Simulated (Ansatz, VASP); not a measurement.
# V: VASP beside Ansatz

File INCAR:

```
PREC     = Accurate       # precision mode
ENCUT    = 520            # plane-wave cutoff, eV
EDIFF    = 1E-6           # SCF threshold, eV
ISMEAR   = -1             # smearing method
SIGMA    = 0.05           # smearing width, eV
LREAL    = False          # projectors in reciprocal space
LASPH    = True           # aspherical terms in the spheres
NELM     = 80             # most SCF steps
ALGO     = Normal         # electronic algorithm
ISIF     = 2              # what is computed and relaxed
LWAVE    = False          # write WAVECAR
LCHARG   = False          # write CHGCAR
GGA      = PE             # functional
NBANDS   = 12             # bands
```

The input KPOINTS:

```
regular mesh
0
Gamma
  17 17 15
```

File POSCAR:

```
V
1.0
    1.9863740257      0.0000000000      0.0000000000
   -0.9931870129      1.7202503677      0.0000000000
    0.0000000000      0.0000000000      1.8699724829
V
1
Direct
    0.0000000000      0.0000000000      0.0000000000
```

Input for Ansatz:

```yaml
crystal:
  lattice:
    - [1.9863740257, 0.0, 0.0]
    - [-0.9931870129, 1.7202503677, 0.0]
    - [0.0, 0.0, 1.8699724829]
  atoms:
    - { symbol: V, position: [0.0, 0.0, 0.0] }
kpoints:
  mp_grid: { grid: [17, 17, 15] }
scf:
  occupations: { method: fermi_dirac, width: 0.05 }
hamiltonian:
  xc: pbe
  pseudopotentials: { kind: paw }
output:
  forces: true
  stress: true
  eigenvalues: true
  populations: true
```

Change from the starting cell: volume scaled by 0.45, PAW files.

Alike in both runs: task single point; functional PBE; k mesh 17 × 17 × 15; occupations fermi-dirac, width 0.05 eV; no spin polarisation.

|  | VASP | Ansatz |
| --- | --- | --- |
| version | VASP 6.6.1 | Ansatz 0.2.0 |
| potentials or method | VASP PAW PBE potentials, release 64 (V_sv) | PAW with Ansatz's default frozen-core files, scalar-relativistic |
| plane-wave cutoff (eV) | 520 | 420 |
| valence electrons in the cell | 13 | 13 |

|  | VASP | Ansatz | Ansatz less VASP |
| --- | --- | --- | --- |
| pressure (GPa) | 585.1 | 540.2 | -44.83 |
| largest component of the traceless stress (GPa) | 17.15 | 0.04 | -17.109 |

Caveats: the cell as given lies far from equilibrium; so large a pressure means that the cell lies far from this level's equilibrium, or that cutoff or potentials fall short (VASP).
